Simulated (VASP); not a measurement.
# Ni (Fm-3m) in VASP: settings compared, part 2 of 2

VASP 6.6.1. Earlier steps stand in the parts before.

### 3 Relaxation of cell and atoms, r2SCAN, collinear spin, ferromagnetic start

INCAR

```
ALGO = Normal
EDIFF = 1E-6
EDIFFG = -0.02
ENCUT = 600
IBRION = 2
ISIF = 3
ISMEAR = 1
ISPIN = 2
LASPH = T
LCHARG = F
LMAXMIX = 4
LMIXTAU = T
LORBIT = 11
LREAL = F
LWAVE = F
MAGMOM = 1
METAGGA = R2SCAN
NELM = 100
NSW = 60
PREC = Accurate
SIGMA = 0.1
```

KPOINTS

```
k-points
0
Gamma
  13 13 13
```

POSCAR

```
Ni
1.0
    0.0000000000      1.7375729330      1.7375729330
    1.7375729330      0.0000000000      1.7375729330
    1.7375729330      1.7375729330      0.0000000000
Ni
1
Direct
    0.0000000000      0.0000000000      0.0000000000
```

Potentials or basis: VASP PAW PBE potentials, release 64 (Ni).

Command:

```bash
$ cat potpaw_PBE.64/Ni/POTCAR > POTCAR
$ mpirun -np 1 vasp_std > vasp.out
```

It took 62 s on 1 thread of Intel Xeon Platinum 8559C (Emerald Rapids), shared host; peak memory 0.15 GiB.

It converged, with:

```yaml
Free_energy: -11.9420 eV
Pressure_after_relaxing: -0.2 GPa
Band_gap_on_the_k_mesh: none (metal or under the smearing width)
Net_moment: 0.66 μB per cell
Site_moments: Ni +0.68 μB
Valence_electrons_inside_the_program's_atomic_spheres: Ni 9.41
```

Final structure:
```
Ni
1.0
     0.00000    1.73757    1.73757
     1.73757    0.00000    1.73757
     1.73757    1.73757    0.00000
Ni
1
Direct
  0.00000 0.00000 0.00000
```

Levels at points of the mesh, in eV from the Fermi level:
Spin up:
```csv
k point,band 1,band 2,band 3,band 4,band 5,band 6,band 7,band 8,band 9,band 10
"(0.00, 0.00, 0.00)",-9.67,-2.98,-2.98,-2.98,-1.64,-1.64,24.86,29.31,29.31,29.31
```
Spin down:
```
           k point  band 3  band 4  band 5  band 6  band 7  band 8
(0.00, 0.00, 0.00)   -1.75   -1.75   -0.95   -0.95   24.60   29.40
```

Caveat: the relaxation stopped at its first step, so nothing moved; the PAW data sets were made with another functional, which shifts forces and pressure a little.

### 4 Relaxation of cell and atoms, SCAN, collinear spin, ferromagnetic start

INCAR

```
PREC = Accurate
ENCUT = 600
EDIFF = 1E-6
ISMEAR = 1
SIGMA = 0.1
LREAL = F
LASPH = T
NELM = 120
ALGO = Normal
ISIF = 3
LWAVE = F
LCHARG = F
ISPIN = 2
MAGMOM = 1
LORBIT = 11
LMAXMIX = 4
METAGGA = SCAN
LMIXTAU = T
IBRION = 2
NSW = 60
EDIFFG = -0.005
```

KPOINTS

```
regular mesh
0
Gamma
  13 13 13
```

POSCAR is that of step 3.

Potentials or basis: VASP PAW PBE potentials, release 64 (Ni).

Command:

```bash
$ cat potpaw_PBE.64/Ni/POTCAR > POTCAR
$ mpirun -np 1 vasp_std > vasp.out
```

OUTCAR:

```text
PREC = Accurate
   ENCUT = 600
   EDIFF = 1E-6
   ISMEAR = 1
   LREAL = F
   LASPH = T
   NELM = 120
   ISIF = 3
   ISPIN = 2
   LORBIT = 11
   METAGGA = SCAN
   IBRION = 2
   NSW = 60
   EDIFFG = -0.005

 ion  position               nearest neighbor table
   1  0.000  0.000  0.000-

  LATTYP: Found a face centered cubic cell.
 ALAT       =     3.4751458660

  Lattice vectors:

 A1 = (   0.0000000000,   1.7375729330,   1.7375729330)
 A2 = (   1.7375729330,   0.0000000000,   1.7375729330)
 A3 = (   1.7375729330,   1.7375729330,   0.0000000000)

Analysis of symmetry for initial positions (statically):
=====================================================================
 Subroutine PRICEL returns:
 Original cell was already a primitive cell.

 Routine SETGRP: Setting up the symmetry group for a
 face centered cubic supercell.

 Subroutine GETGRP returns: Found 48 space group operations
[... 959 lines left out ...]

 number of electron       9.9999993 magnetization       0.6675324

 Free energy of the ion-electron system (eV)
  ---------------------------------------------------
  ext. energy  EPLUGINS =         0.00000000
  ---------------------------------------------------
  free energy    TOTEN  =       -16.11065378 eV

  energy without entropy =      -16.11051440  energy(sigma->0) =      -16.11060732

 E-fermi :  10.0757     XC(G=0): -14.9142

 val. band max:       10.0755178924   @ k =  -0.4615   0.4615   0.0000
 cond. band min:      10.0796127625   @ k =   0.4615   0.3077   0.0769
 fundamental gap:      0.0040948701
 Fermi energy:        10.0756604973

 spin component 1

 k-point     1 :       0.0000    0.0000    0.0000
  band No.  band energies     occupation
      1       0.1685      1.00000
      2       7.0291      1.00000
      3       7.0292      1.00000
      4       7.0293      1.00000
      5       8.4033      1.00000
      6       8.4034      1.00000
      7      34.9686      0.00000
      8      39.6619      0.00000
      9      39.6623      0.00000
     10      39.6623      0.00000
[... 643 lines left out ...]
  FREE ENERGIE OF THE ION-ELECTRON SYSTEM (eV)
  ---------------------------------------------------
  free  energy   TOTEN  =       -16.1106537812 eV

  energy  without entropy=      -16.1105144013  energy(sigma->0) =      -16.11060732

 reached required accuracy - stopping structural energy minimisation

 total charge

# of ion       s       p       d       tot
------------------------------------------
    1        0.538   0.578   8.333   9.449

 magnetization (x)

# of ion       s       p       d       tot
------------------------------------------
    1       -0.011  -0.045   0.743   0.687
```

CONTCAR:

```text
Ni
   1.00000000000000
     0.0000000000000000    1.7250257609138633    1.7250257609138633
     1.7250257609138633    0.0000000000000000    1.7250257609138633
     1.7250257609138633    1.7250257609138633    0.0000000000000000
  Ni
     1
Direct
     0.0000000000000000    0.0000000000000000    0.0000000000000000

  0.00000000E+00  0.00000000E+00  0.00000000E+00
```

Wall time 3.7 min (1 thread of Intel Xeon Platinum 8559C (Emerald Rapids), shared host); peak memory 0.17 GiB.

What came out:

```
Free energy                                           : -16.1107 eV
Relaxed volume                                        : 10.27 Å³/atom
Relaxed cell                                          : a = 2.440 Å, b = 2.440 Å, c = 2.440 Å, α = 60.00°, β = 60.00°, γ = 60.00°
Space group after relaxing (to 0.05 Å)                : Fm-3m (No. 225)
Energy gained by relaxing                             : 1.3 meV/atom
Ionic steps                                           : 5
Pressure after relaxing                               : 0.0 GPa
Band gap on the k mesh                                : none (metal or under the smearing width)
Net moment                                            : 0.67 μB per cell
Site moments                                          : Ni +0.69 μB
Valence electrons inside the program's atomic spheres : Ni 9.45
```

Step by step:
```csv
step,energy change (eV),largest force (eV/Å),pressure (GPa),volume (Å³)
1,0.0000,0.0000,-3.87,10.49
2,0.0013,0.0000,3.74,10.11
3,-0.0014,0.0000,-1.51,10.34
4,-0.0013,0.0000,-0.18,10.28
5,-0.0013,0.0000,0.00,10.27
```

Final structure:
```
CELL_PARAMETERS angstrom
0.00000 1.72503 1.72503
1.72503 0.00000 1.72503
1.72503 1.72503 0.00000
ATOMIC_POSITIONS crystal
Ni 0.00000 0.00000 0.00000
```

Caveat: the PAW data sets were made with another functional, which shifts forces and pressure a little.

### 5 For comparison

An earlier run on the cell as given: functional PBEsol; potentials or basis VASP PAW PBE potentials, release 64 (Ni); cutoff 520 eV; k mesh 13 × 13 × 13; occupations fermi-dirac, width 0.05 eV; collinear spin, ferromagnetic start; starting moments [1.0] μB.

- Pressure: -2.4 GPa
- Band gap on the k mesh: none (metal or under the smearing width)
- Net moment: 0.62 μB per cell
- Site moments: Ni +0.63 μB
- Valence electrons inside the program's atomic spheres: Ni 9.38

### 6 The runs side by side

| task | level | cell | cutoff (eV) | smearing | ladder | gap on the mesh (eV) | pressure (GPa) | moment (μB) | relaxed volume (Å³/atom) |
| --- | --- | --- | --- | --- | --- | --- | --- | --- | --- |
| relaxation of cell and atoms | BLYP+D4 | relaxed | 600 | fermi-dirac 0.05 eV | - | none | 0.0 | 0.61 | 10.71 |
| relaxation of cell and atoms | r2SCAN | relaxed | 600 | methfessel-paxton 0.1 eV | - | none | -0.2 | 0.66 | - |
| relaxation of cell and atoms | SCAN | relaxed | 600 | methfessel-paxton 0.1 eV | - | none | 0.0 | 0.67 | 10.27 |
| single point | PBEsol | as given | 520 | fermi-dirac 0.05 eV | free | none | -2.4 | 0.62 | - |

Alike in all rows: potentials or basis VASP PAW PBE potentials, release 64 (Ni); spin collinear, ferromagnetic start; k mesh 13 × 13 × 13.

Caveats: the PAW data sets were made with another functional, which shifts forces and pressure a little; pairwise dispersion overbinds metals, which lowers pressure and volume (some runs); the relaxation stopped at its first step, so nothing moved (some runs).

Total energies depend on the potentials used, so only differences within one code and one set of settings carry meaning.
